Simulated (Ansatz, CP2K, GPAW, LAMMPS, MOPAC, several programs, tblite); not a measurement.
# What each method gives for RbCl (rocksalt)

RbCl (rocksalt), relaxed with r2SCAN in Ansatz, was computed with several methods. The symmetry is Fm-3m (No. 225, cubic); a = 6.612 Å in the conventional setting, 36.13 Å³ an atom. Rb has 6 Cl at 3.31 Å; Cl has 6 Rb at 3.31 Å. No spin polarisation and no zero-point or thermal motion.

```
Rb Cl
1.0
     0.00000    3.30581    3.30581
     3.30581    0.00000    3.30581
     3.30581    3.30581    0.00000
Rb Cl
1 1
Direct
  0.00000 0.00000 0.00000
  0.50000 0.50000 0.50000
```

Gaps and times are for a single point on this cell; volume and bulk modulus come from each method's own relaxation or energy curve at fixed shape. Times are rough, from shared hosts (Arm Neoverse V2), and each method has its own mesh and cell size. A dagger marks a closed or tiny gap in a crystal that DFT finds insulating: a failure of the method or a wrong SCF state. GFN1-xTB (tblite): levels, charges or heat of formation failed a check of plausibility, so no values are given. PM6 (MOPAC), PM7 (MOPAC), GFN1-xTB (tblite), GFN2-xTB (tblite) treat a cluster of cells at its zone centre, which samples few k points: where these miss a band edge, the gap comes out too large for that reason alone. Gaps from k meshes are read at a limited set of points (mesh, symmetry points, PBE's band edges), so each method's own least gap may be somewhat smaller. Force fields have no electrons; where one was fitted to this phase, its volume and modulus reflect the fit. xTB and the PM methods were fitted mostly to molecules, and can miss a solid's gap by electronvolts. Minimal bases can be far off for gaps. GLLB-SC's gap includes the derivative discontinuity. d marks a direct gap, i an indirect one (no mark: not told apart), a dash a value that wasn't computed or didn't pass its checks.

```tsv
method	kind	gap (eV)	own volume (Å³/atom)	bulk modulus (GPa)	atoms computed	processor time
ffield.eim (LAMMPS)	force field	–	–	–	2	0.1 s
light PBE (260 eV, its own mesh)	light plane-wave	4.96 d	37.64	15	2	0.59 s
PBE	semilocal	4.96 d	37.53	14	2	1.3 s
GFN1-xTB (tblite)	tight binding	–	–	–	64	2.2 s
PM7 (MOPAC)	semi-empirical	0.00†	–	–	64	3.5 s
r2SCAN	semilocal	5.56 d	36.13	17	2	3.6 s
GFN2-xTB (tblite)	tight binding	2.86	–	–	64	3.9 s
PM6 (MOPAC)	semi-empirical	11.61	–	–	64	4.4 s
PBE/SZV (CP2K)	small basis	3.63 d	38.41	18	2	8.3 s
GLLB-SC (GPAW)	model potential	9.72	–	–	2	8.9 s
PBE/single zeta (GPAW)	small basis	4.38 d	–	–	2	11 s
PBE/DZVP (CP2K)	small basis	4.90 d	37.98	14	2	19 s
```

Against r2SCAN (5.56 eV) and with closed or daggered gaps left aside, the nearest gap at the points sampled is that of PBE (-0.60 eV) and the farthest that of PM6 (MOPAC) (+6.05 eV). r2SCAN is only a yardstick of convenience: semilocal gaps usually lie below measured ones, which GLLB-SC and hybrids aim to mend.

Volumes against r2SCAN's: light PBE (260 eV, its own mesh) +4.2 %, PBE +3.9 %, PBE/SZV (CP2K) +6.3 %, PBE/DZVP (CP2K) +5.1 %.

The runs are scalar-relativistic, without spin-orbit coupling.
